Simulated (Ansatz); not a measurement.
# 1T-CrSTe monolayer in a perpendicular field, part 2 of 2

Wanted: the out-of-plane response of the 1T-CrSTe monolayer. A positive field points along +c.

Ansatz 0.2.0; plane-wave DFT, LDA+U, Ansatz PAW.

So far. Step 8 (Single point, field 0.3 V/Å): The dipole is 0.0263 e·Å, 0.0925 e·Å from its value without field.

**9. Response, atoms held (continued)**

Local field over the applied field, running mean. From the potentials at -0.05 and 0.05 V/Å; running mean over 2.5 Å. Local field over applied field against z:

z (Å), local field over applied field and a bar:
```
     4.13      0.999 ##############################
     4.57      0.997 ##############################
     5.02      0.992 ##############################
     5.46      0.979 #############################
     5.90      0.948 ############################
     6.34      0.886 ###########################
     6.79      0.780 #######################
     7.23      0.635 ###################
     7.67      0.478 ##############
     8.12      0.324 #########
     8.56      0.185 #####
     9.00      0.085 ##
     9.44      0.041 
     9.89      0.030 
    10.33      0.026 
    10.92      0.034 
    11.36      0.056 #
    11.80      0.094 ##
    12.25      0.174 #####
    12.69      0.301 ########
    13.13      0.456 #############
    13.58      0.615 ##################
    14.02      0.763 #######################
    14.46      0.880 ##########################
    14.90      0.948 ############################
    15.35      0.980 #############################
    15.79      0.993 ##############################
    16.23      0.998 ##############################
    16.67      0.999 ##############################
    17.12      1.000 ##############################
```

Electrons, planar mean, per unit field. Induced electron density against z:

```
z (Å)  induced electron density (e/Å³ per V/Å)
  4.5                                   1.1e-5
  5.0                                   3.4e-5
  5.5                                   1.1e-4
  6.0                                   3.1e-4
  6.5                                   8.1e-4
  7.0                                  0.00184
  7.5                                  0.00318
  8.0                                  0.00308
  8.5                                   9.6e-4
  9.0                                   5.8e-4
  9.5                                   4.1e-4
 10.0                                  -5.6e-4
 10.5                                  -4.3e-4
 11.0                                   1.3e-4
 11.5                                   4.2e-4
 12.0                                  -8.6e-4
 12.5                                 -0.00113
 13.0                                 -0.00345
 13.5                                 -0.00309
 14.0                                 -0.00153
 14.5                                  -5.8e-4
 15.0                                  -1.9e-4
 15.5                                  -5.6e-5
 16.0                                  -1.6e-5
 16.5                                  -4.5e-6
 17.0                                  -1.2e-6
```

By hand: between -0.05 and 0.05 V/Å the dipole changes by 0.03079 e·Å, a slope of 0.3079 e·Å²/V. A perfect conductor of thickness t has p = ε₀AEt, so t = 180.95 × 0.3079 / 9.949 = 5.60 Å (e/ε₀ = 180.95 V·Å, A in Å²).

The induced dipole is that of a conductor 5.60 Å thick.

**10. Varying the input**

This step: plane-wave DFT, LDA+U, Ansatz PAW (Ansatz 0.2.0).

A run with a changed input: it repeats the earlier run at 0.05 V/Å with scf.convergence.dr2_threshold from 1e-10 to 1e-05, kpoints.mp_grid.grid from [18, 18, 1] to [12, 12, 1] and basis.ecutrho_ratio to 8.

Contents of input.yaml:

```yaml
crystal:
  lattice:
    - [3.3894073196, 0.0, 0.0]
    - [-1.6947036598, 2.9353128426, 0.0]
    - [0.0, 0.0, 21.2479305189]
  atoms:
    - { symbol: Te, position: [0.6666666667, 0.3333333333, 0.4235706622], spin: -0.13 }
    - { symbol: Cr, position: [0.0, 0.0, 0.5183865744], spin: 2.94 }
    - { symbol: S, position: [0.3333333333, 0.6666666667, 0.5764293378], spin: -0.25 }
magnetization:
  spin_polarized: true
kpoints:
  mp_grid: { grid: [12, 12, 1] }
  band_path:
    path: [[0, 0, 0], [0.5, 0, 0], [0.33333333, 0.33333333, 0], [0, 0, 0]]
    npoints: 16
hamiltonian:
  xc: lda
  hubbard: { sites: [{ species: Cr, l: d, u_eff: 4.0 }] }
scf:
  occupations: { method: fermi_dirac, width: 0.02585 }
  convergence: { dr2_threshold: 1.0e-05 }
efield:
  axis: 3
  dipole_correction: true
  ramp_position: 0.97
  ramp_width: 0.06
  amplitude: 0.05
output:
  write_potential: true
  write_density: true
  volumetric_format: npy
basis:
  ecutrho_ratio: 8
```

On the command line:

```bash
$ ansatz run input.yaml --threads 4 --pin off --max-ram 6144MiB --backend cpu --events-out ev --progress --plain --runs-dir out
```

Wall time 17 s (4 threads of Arm Neoverse V2, shared host); peak memory 0.81 GiB; 63 s of CPU time.

```
                     quantity  this run  earlier run  difference
dipole along the normal (e·Å)  -0.05019     -0.05081      6.1e-4
            total moment (μB)     2.889        2.915      -0.027
```

What moves beyond 0.01 in its unit (for the dipole 0.5 % and 5e-5 e·Å): dipole along the normal (+0.000614 e·Å) and total moment (-0.0266 μB).

The change shows in the results, which are not taken further.

**11. The same run with other settings**

An input spoilt on purpose, to show how the run answers: it repeats the earlier run at 0.05 V/Å with efield.axis from 3 to 2, and scf.max_iter set to 100.

Changes to input.yaml since step 10:

```diff
@@ -12,3 +12,3 @@
 kpoints:
-  mp_grid: { grid: [12, 12, 1] }
+  mp_grid: { grid: [18, 18, 1] }
   band_path:
@@ -21,5 +21,6 @@
   occupations: { method: fermi_dirac, width: 0.02585 }
-  convergence: { dr2_threshold: 1.0e-05 }
+  convergence: { dr2_threshold: 1.0e-10 }
+  max_iter: 100
 efield:
-  axis: 3
+  axis: 2
   dipole_correction: true
@@ -32,3 +33 @@
   volumetric_format: npy
-basis:
-  ecutrho_ratio: 8
```

Run time: 0.73 s. Hardware: 4 threads; peak memory 0.69 GiB.

The input was rejected at the start.

The program's message: “Error: efield: ion 1 (Cr) at fractional coordinate 0.0000 along the field axis lies inside the sawtooth ramp with 2 of the planes that the density is read on at each end, [0.8867, 0.1133] — the ramp m …”

The fault put into the input: the field along an axis without vacuum.

**12. Summary of results**

```yaml
gap_without_field: none
work_function_upper_face: 6.18 eV
step_between_the_vacuum_levels: 1.20 eV
equivalent_conductor_thickness_atoms_held: 5.60 Å
```

In words: The induced dipole equals that of a perfect conductor 5.60 Å thick, while the outer atoms lie 3.25 Å apart. The two faces differ: the vacuum level above lies 1.20 eV higher than the one below. There is no gap over 0.03 eV, with or without the field. The magnetic order is the one reached from the typed start; other orders were not compared. Spin-orbit coupling is left out, which matters for the bands of elements this heavy.

[Logs are printed without paths, hosts, clocks, repeated set-up lines and the standing remarks that a program may print on its own settings, such as how far it seeks lower states.]

[Hosts, paths, dates, database ids (printed as entryN), source tags and the programs' standing remarks are cut or masked in the printed files.]

[Maps of the electrostatic potential energy from Ansatz leave out the sawtooth potential of an applied field or a dipole correction, so their vacuum need not be flat; planar profiles and work functions include it.]
